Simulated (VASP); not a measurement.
# MoH6 (P1) in VASP: relaxation of cell and atoms with PBE

Aim: the relaxation of cell and atoms of MoH6 with PBE.

Everything below comes from runs of VASP 6.6.1. Logs are shortened: lines on timing, memory, paths and dates and some standing lists are left out, and cuts for length are marked.

## Step 1: The structure

The typed cell holds 14 atoms: a = 2.769 Å, b = 2.837 Å, c = 21.116 Å, α = 90.51°, β = 90.96°, γ = 119.87°.

The cell was built by a generator and needn't be a form met in nature.

## Step 2: Relaxation of cell and atoms, PBE

INCAR

```
SYSTEM = MoH6
ALGO = Fast ; EDIFF = 1E-5
EDIFFG = -0.03 ; ENCUT = 520
GGA = PE ; IBRION = 2
ISIF = 3 ; ISMEAR = 0
ISYM = 0 ; KPAR = 2
LASPH = .True. ; LCHARG = .False.
LREAL = Auto ; LWAVE = .False.
NELM = 80 ; NSW = 110
PREC = Normal ; SIGMA = 0.15
```

KPOINTS

```
k-points
0
Gamma
  9 9 1
  0 0 0
```

POSCAR

```
MoH6
1.0
    2.7690254700     -0.0162704700     -0.0233391000
   -1.3986033800      2.4685534200     -0.0123595900
   -0.1767416100     -0.2101174700     21.1142783800
H Mo
12 2
Direct
    0.9984314100      0.9745702700      0.8945733100
    0.9505462200      0.9807441100      0.0987140000
    0.6576797700      0.3157217500      0.6417694400
    0.7724182800      0.3808619100      0.6150756700
    0.4021308200      0.6526646100      0.7714648900
    0.3114057000      0.6347526200      0.7301062500
    0.9609437700      0.9616335300      0.4839890600
    0.9545351700      0.0542881200      0.5098604400
    0.6012358600      0.2829804200      0.2231440900
    0.6719506900      0.3503094400      0.2632412100
    0.2864702200      0.6907489300      0.3566414400
    0.3342799500      0.6340124300      0.3935903400
    0.6863493000      0.2873035200      0.9457956100
    0.3171943600      0.6788325800      0.0590010300
```

Potentials or basis: VASP PAW PBE potentials, release 64 (H, Mo_sv).

Command:

```sh
$ cat potpaw_PBE.64/H/POTCAR potpaw_PBE.64/Mo_sv/POTCAR > POTCAR
$ mpirun -np 2 vasp_std > vasp.out
```

OUTCAR:

```text
SYSTEM = MoH6
   EDIFF = 1E-5
   EDIFFG = -0.03
   ENCUT = 520
   GGA = PE
   IBRION = 2
   ISIF = 3
   ISMEAR = 0
   ISYM = 0
   LASPH = .True.
   LREAL = Auto
   NELM = 80
   NSW = 110
   PREC = Normal

 ion  position               nearest neighbor table
   1  0.998  0.975  0.895-  13 1.87  13 1.95  13 2.03
   2  0.951  0.981  0.099-  14 1.72  14 1.83  14 1.93
   3  0.658  0.316  0.642-   4 0.63
   4  0.772  0.381  0.615-   3 0.63
   5  0.402  0.653  0.771-
   6  0.311  0.635  0.730-
   7  0.961  0.962  0.484-   8 0.61
   8  0.955  0.054  0.510-   7 0.61
   9  0.601  0.283  0.223-  10 0.86
  10  0.672  0.350  0.263-   9 0.86
  11  0.286  0.691  0.357-  12 0.82
  12  0.334  0.634  0.394-  11 0.82
  13  0.686  0.287  0.946-   1 1.87   1 1.95   1 2.03  14 2.81  14 2.85  14 3.03
  14  0.317  0.679  0.059-   2 1.72   2 1.83   2 1.93  13 2.81  13 2.85  13 3.03

IMPORTANT INFORMATION: All symmetrisations will be switched off!
NOSYMM: (Re-)initialisation of all symmetry stuff for point group C_1.

----------------------------------------------------------------------------------------

                                     Primitive cell

  volume of cell :     143.8216

  direct lattice vectors                    reciprocal lattice vectors
     2.769025470 -0.016270470 -0.023339100     0.362387244  0.205342436  0.005076893
    -1.398603380  2.468553420 -0.012359590     0.002422745  0.406488553  0.004065426
    -0.176741610 -0.210117470 21.114278380     0.000401990  0.000464924  0.047369307

  length of vectors
     2.769171626  2.837252220 21.116063517     0.416552284  0.406516101  0.047373294

  position of ions in fractional coordinates (direct lattice)
     0.998431410  0.974570270  0.894573310
     0.950546220  0.980744110  0.098714000
     0.657679770  0.315721750  0.641769440
     0.772418280  0.380861910  0.615075670
     0.402130820  0.652664610  0.771464890
     0.311405700  0.634752620  0.730106250
     0.960943770  0.961633530  0.483989060
     0.954535170  0.054288120  0.509860440
     0.601235860  0.282980420  0.223144090
     0.671950690  0.350309440  0.263241210
     0.286470220  0.690748930  0.356641440
     0.334279950  0.634012430  0.393590340
     0.686349300  0.287303520  0.945795610
     0.317194360  0.678832580  0.059001030

  ion indices of the primitive-cell ions
   primitive index   ion index
                 1           1
                 2           2
                 3           3
                 4           4
                 5           5
                 6           6
                 7           7
                 8           8
                 9           9
                10          10
                11          11
                12          12
                13          13
                14          14

----------------------------------------------------------------------------------------

 KPOINTS: k-points

Automatic generation of k-mesh.
 Grid dimensions read from file:
 generate k-points for:    9    9    1

 Generating k-lattice:

  Cartesian coordinates                     Fractional coordinates (reciprocal lattice)
     0.040265249  0.022815826  0.000564099     0.111111111  0.000000000  0.000000000
     0.000269194  0.045165395  0.000451714     0.000000000  0.111111111  0.000000000
     0.000401990  0.000464924  0.047369307     0.000000000  0.000000000  1.000000000

  Length of vectors
     0.046283587  0.045168456  0.047373294

  Shift w.r.t. Gamma in fractional coordinates (k-lattice)
     0.000000000  0.000000000  0.000000000

 Subroutine IBZKPT returns following result:
 ===========================================

 Found     41 irreducible k-points:

 Following reciprocal coordinates:
            Coordinates               Weight
  0.000000  0.000000  0.000000      1.000000
  0.111111  0.000000  0.000000      2.000000
  0.222222 -0.000000  0.000000      2.000000
  0.333333  0.000000  0.000000      2.000000
  0.444444 -0.000000  0.000000      2.000000
 -0.000000  0.111111  0.000000      2.000000
[... 16 lines left out ...]
 -0.111111  0.222222  0.000000      2.000000
 -0.000000  0.333333 -0.000000      2.000000
 [... further k-points ...]
   k-points           NKPTS =     41   k-points in BZ     NKDIM =     41   number of bands    NBANDS=     28
   number of dos      NEDOS =    301   number of ions     NIONS =     14
   total plane-waves  NPLWV =  30720
   dimension x,y,z NGX =    16 NGY =   16 NGZ =  120
   dimension x,y,z NGXF=    32 NGYF=   32 NGZF=  240
   ions per type =              12   2
   NGX,Y,Z   is equivalent  to a cutoff of   9.61,  9.38,  9.45 a.u.
   NGXF,Y,Z  is equivalent  to a cutoff of  19.21, 18.75, 18.90 a.u.
 SYSTEM =  MoH6
   PREC   = normal    normal or accurate (medium, high low for compatibility)
   ISTART =      0    job   : 0-new  1-cont  2-samecut
   ICHARG =      2    charge: 1-file 2-atom 10-const
   ISPIN  =      1    spin polarized calculation?
   LNONCOLLINEAR =      F non collinear calculations
   LSORBIT =      F    spin-orbit coupling
   LASPH  =      T    aspherical Exc in radial PAW
   ENCUT  =  520.0 eV  38.22 Ry    6.18 a.u.   5.15  5.28 39.26*2*pi/ulx,y,z
   NELM   =     80;   NELMIN=  2; NELMDL= -5     # of ELM steps
   EDIFF  = 0.1E-04   stopping-criterion for ELM
   LREAL  =      T    real-space projection
   EDIFFG = -.3E-01   stopping-criterion for IOM
   NSW    =    110    number of steps for IOM
   IBRION =      2    ionic relax: 0-MD 1-quasi-New 2-CG
   NFREE  =      1    steps in history (QN), initial steepest desc. (CG)
   ISIF   =      3    stress and relaxation
   ISYM   =      0    0-nonsym 1-usesym 2-fastsym
   POTIM  = 0.5000    time-step for ionic-motion
   TEBEG  =    0.0;   TEEND  =   0.0 temperature during run
   PSTRESS=    0.0 pullay stress
   NELECT =      40.0000    total number of electrons
   NUPDOWN=      -1.0000    fix difference up-down
   EMIN   =  10.00;   EMAX   =-10.00  energy-range for DOS
   EFERMI =   0.00;   METHOD = LEGACY
   ISMEAR =     0;   SIGMA  =   0.15  broadening in eV -4-tet -1-fermi 0-gaus
   EFERMI_NEDOS =   21; number of points for ismear=-14 and -15
   IALGO  =     68    algorithm
   IMIX   =      4    mixing-type and parameters
     AMIX     =   0.40;   BMIX     =  1.00
     AMIX_MAG =   1.60;   BMIX_MAG =  1.00
  volume/ion in A,a.u.               =      10.27        69.33
  Fermi-wavevector in a.u.,A,eV,Ry     =   1.068612  2.019384 15.536925  1.141932
  Thomas-Fermi vector in A             =   2.204266
   LORBIT       =      0    0 simple, 1 ext, 2 COOP (PROOUT), +10 PAW based schemes
   GGA     = PE    functional components
   LHFCALC =     F    Hartree Fock is set to
   AEXX    =    0.0000 exact exchange contribution
   IVDW    =     0    specifies the selected vdW correction
   LEPSILON=     F    determine dielectric tensor
   LRPA    =     F    only Hartree local field effects (RPA)
 conjugate gradient relaxation of ions
 non-spin polarized calculation
 RMM-DIIS sequential band-by-band and
 Gauss-broadening in eV      SIGMA  =   0.15
  energy-cutoff  :      520.00
  volume of cell :      143.82
 maximum number of plane-waves:      3906
   NGX = 11   NGY = 11   NGZ = 79

--------------------------------------- Ionic step        1  -------------------------------------------

 number of electron      40.0000009 magnetization

 Free energy of the ion-electron system (eV)
  ---------------------------------------------------
  ext. energy  EPLUGINS =         0.00000000
  ---------------------------------------------------
  free energy    TOTEN  =       -59.84491266 eV

  energy without entropy =      -59.82880486  energy(sigma->0) =      -59.83685876

------------------------ aborting loop because EDIFF is reached ----------------------------------------

  FORCE on cell =-STRESS in cart. coord.  units (eV):
  Direction    XX          YY          ZZ          XY          YZ          ZX
  --------------------------------------------------------------------------------------
  -------------------------------------------------------------------------------------
  Total        4.1177596      0.9990515      0.1478361      0.4811073      1.5771979     -3.6031781
  in kB       45.8719640     11.1294640      1.6468983      5.3595491     17.5700314    -40.1395117
  external PRESSURE =      19.5494421 kB  Pullay stress =       0.0000000 kB
[... 35 lines left out ...]
--------------------------------------- Ionic step        2  -------------------------------------------

 number of electron      40.0000003 magnetization

 E-fermi :  -0.0028     XC(G=0):  -7.6649

 val. band max:       -0.0044794838   @ k =  -0.0000   0.1111   0.0000
 cond. band min:       0.0036438693   @ k =   0.4444  -0.0000   0.0000
 fundamental gap:      0.0081233532
 Fermi energy:        -0.0028081820

 k-point     1 :       0.0000    0.0000    0.0000
  band No.  band energies     occupation
      1     -60.9162      2.00000
      2     -60.7823      2.00000
      3     -35.3533      2.00000
      4     -34.6311      2.00000
      5     -34.4305      2.00000
      6     -34.3935      2.00000
[... 733 lines left out ...]
     27       4.7077      0.00000
     28       5.2473      0.00000

 [... further k-points ...]
[... 5 lines left out ...]
  --------------------------------------------------------------------------------------
  -------------------------------------------------------------------------------------
  Total       -0.1388662     -1.0157039      7.3131397      0.1088592     -0.2096227      5.9289158
  in kB       -1.5196032    -11.1147761     80.0271686      1.1912386     -2.2938865     64.8797050
  external PRESSURE =      22.4642631 kB  Pullay stress =       0.0000000 kB
[... 77 lines left out ...]
  FREE ENERGIE OF THE ION-ELECTRON SYSTEM (eV)
  ---------------------------------------------------
  free  energy   TOTEN  =       -61.0218877235 eV

  energy  without entropy=      -61.0045792345  energy(sigma->0) =      -61.01323348

[... ionic steps 4 to 85 ...]

--------------------------------------- Ionic step       86  -------------------------------------------

 number of electron      40.0000012 magnetization

------------------------ aborting loop because EDIFF is reached ----------------------------------------
[... 91 lines left out ...]
--------------------------------------- Ionic step       88  -------------------------------------------

 number of electron      40.0000011 magnetization

 Free energy of the ion-electron system (eV)
  ---------------------------------------------------
  ext. energy  EPLUGINS =         0.00000000
  ---------------------------------------------------
  free energy    TOTEN  =       -61.65838018 eV

  energy without entropy =      -61.64211051  energy(sigma->0) =      -61.65024535

 E-fermi :   0.0371     XC(G=0):  -7.3091

 val. band max:       -0.0307958215   @ k =  -0.1111   0.1111  -0.0000
 cond. band min:       0.1355336589   @ k =   0.4444   0.4444   0.0000
 fundamental gap:      0.1663294804
 Fermi energy:         0.0370713247

 k-point     1 :       0.0000    0.0000    0.0000
  band No.  band energies     occupation
      1     -61.0214      2.00000
      2     -60.7898      2.00000
      3     -35.6986      2.00000
      4     -34.6613      2.00000
      5     -34.5138      2.00000
      6     -34.5114      2.00000
[... 733 lines left out ...]
     27       5.3767      0.00000
     28       5.6390      0.00000

 [... further k-points ...]
[... 5 lines left out ...]
  --------------------------------------------------------------------------------------
  -------------------------------------------------------------------------------------
  Total       -0.0147884      0.0642326     -0.0153916      0.0125919      0.0381240     -0.0309262
  in kB       -0.1533325      0.6659906     -0.1595865      0.1305577      0.3952854     -0.3206559
  external PRESSURE =       0.1176906 kB  Pullay stress =       0.0000000 kB
[... 29 lines left out ...]
  FREE ENERGIE OF THE ION-ELECTRON SYSTEM (eV)
  ---------------------------------------------------
  free  energy   TOTEN  =       -61.6583801805 eV

  energy  without entropy=      -61.6421105114  energy(sigma->0) =      -61.65024535

 reached required accuracy - stopping structural energy minimisation
```

It took 20 min on 2 MPI ranks of AMD EPYC 9R45 (Zen 5), shared host; peak memory 0.21 GiB.

Results:

```
Free energy                            : -61.6584 eV
Relaxed volume                         : 11.04 Å³/atom
Relaxed cell                           : a = 2.849 Å, b = 2.876 Å, c = 21.889 Å, α = 90.96°, β = 91.36°, γ = 120.40°
Space group after relaxing (to 0.05 Å) : P1 (No. 1)
Energy gained by relaxing              : 129.5 meV/atom
Ionic steps                            : 88
Pressure after relaxing                : 0.0 GPa
Largest force after relaxing           : 0.029 eV/Å
Band gap on the k mesh                 : none (metal or under the smearing width)
```

Forces in eV/Å, atoms in the order of the input:
```
H    0.011  0.009 -0.025
H   -0.018 -0.007  0.022
H    0.002  0.002  0.002
H   -0.002  0.001  0.006
H    0.000  0.003 -0.005
H   -0.002 -0.003  0.009
H    0.001  0.003 -0.002
H    0.003 -0.006 -0.005
H   -0.007 -0.016  0.007
H    0.005  0.015 -0.016
H    0.001  0.004 -0.002
H   -0.002 -0.003  0.001
Mo  -0.006 -0.011  0.025
Mo   0.014  0.009 -0.017
```

Stress tensor (GPa, compression positive):
```
-0.02  0.01 -0.03
 0.01  0.07  0.04
-0.03  0.04 -0.02
```

The path:
```
step  energy change (eV)  largest force (eV/Å)  pressure (GPa)  volume (Å³)
   1              0.0000                8.0391            1.95       143.82
   4             -1.2240                1.9656           -1.08       144.50
   7             -1.4778                0.9767            1.03       144.08
  10             -1.5900                0.4238           -0.19       146.03
  13             -1.6221                0.4277           -0.18       147.01
  16             -1.6881                0.6176           -0.26       147.68
  19             -1.7365                0.4200            0.28       147.62
  22             -1.7663                0.2796            0.15       148.00
  25             -1.7735                0.1664            0.00       148.43
  28             -1.7790                0.0848            0.02       148.55
  31             -1.7800                0.0643            0.03       148.57
  34             -1.7817                0.0655            0.15       148.80
  37             -1.7826                0.1249           -0.10       149.40
  40             -1.7842                0.0887            0.07       149.41
  43             -1.7854                0.1074            0.06       149.50
  46             -1.7869                0.0944           -0.05       149.72
  49             -1.7890                0.0544            0.08       149.74
  52             -1.7903                0.0795            0.25       149.79
  55             -1.7932                0.0867            0.18       150.44
  58             -1.7953                0.1900           -0.15       151.38
  61             -1.8001                0.2123           -0.46       153.47
  64             -1.8039                0.2167           -0.19       155.46
  67             -1.8078                0.2142           -0.01       154.53
  70             -1.8088                0.1887            0.11       154.10
  73             -1.8114                0.0424            0.13       154.35
  76             -1.8120                0.0738            0.14       154.61
  79             -1.8122                0.0532           -0.26       155.28
  82             -1.8126                0.0323           -0.11       154.97
  85             -1.8132                0.0356           -0.05       154.75
  88             -1.8135                0.0295            0.01       154.52
```

Final structure:
```yaml
crystal:
  lattice:
    - [2.84856, -0.01660, -0.03473]
    - [-1.44116, 2.48818, -0.02551]
    - [-0.25638, -0.34760, 21.88469]
  atoms:
    - { symbol: H, position: [0.06839, 0.00913, 0.90055] }
    - { symbol: H, position: [0.90533, 0.94742, 0.09767] }
    - { symbol: H, position: [0.58976, 0.27275, 0.63696] }
    - { symbol: H, position: [0.81420, 0.42758, 0.61551] }
    - { symbol: H, position: [0.47196, 0.66605, 0.76896] }
    - { symbol: H, position: [0.27068, 0.64125, 0.74461] }
    - { symbol: H, position: [0.01187, 0.92645, 0.48904] }
    - { symbol: H, position: [0.95090, 0.09403, 0.51032] }
    - { symbol: H, position: [0.55743, 0.23407, 0.22699] }
    - { symbol: H, position: [0.69260, 0.38713, 0.25626] }
    - { symbol: H, position: [0.28908, 0.75029, 0.35980] }
    - { symbol: H, position: [0.31029, 0.56663, 0.38209] }
    - { symbol: Mo, position: [0.77935, 0.37042, 0.94812] }
    - { symbol: Mo, position: [0.19374, 0.58622, 0.05008] }
```
